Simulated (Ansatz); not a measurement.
CoPt (CuAu type, space group P4/mmm)

```xyz
2
Lattice="2.6948 0.0000 0.0000 0.0000 2.6948 0.0000 0.0000 0.0000 3.7242" Properties=species:S:1:pos:R:3 pbc="T T T"
Co     1.3474     1.3474     1.8621
Pt     0.0000     0.0000     0.0000
```

The relaxed cell is deformed in two ways at once: its volume V is scaled, and at that volume it is stretched along z (the c axis of the conventional cell) so that c/a changes. Fractional atomic positions are held.

Method: PBE (plane waves to 420 eV, PAW, scalar-relativistic; Ansatz, a program for electronic structure). k mesh 17×17×13 (Γ-centred), Fermi-Dirac smearing 0.05 eV. Compression counts positive. With partly filled bands, the response to shear is sensitive to the k mesh, so small differences along c/a are uncertain. CoPt was relaxed with its symmetry unable to fall. Relaxed CoPt ends ferromagnetic. Spin-orbit coupling is left out, though Pt is heavy. The magnetic order is the one the run started from; other orders were not tried.

At one point of the scan the stress tensor (GPa) is:

```
   27.1      0.0      0.0
    0.0     27.1      0.0
    0.0      0.0     16.3
```

Q: Which point is it?
A) V/V₀ = 0.920, (c/a)/(c/a)₀ = 1.040
B) V/V₀ = 0.960, (c/a)/(c/a)₀ = 1.000
C) V/V₀ = 0.920, (c/a)/(c/a)₀ = 0.960
D) V/V₀ = 0.960, (c/a)/(c/a)₀ = 1.040

A: A, V/V₀ = 0.920, (c/a)/(c/a)₀ = 1.040

(Under strain, the slope of the energy per volume gives the stress and its curvature an elastic modulus.)
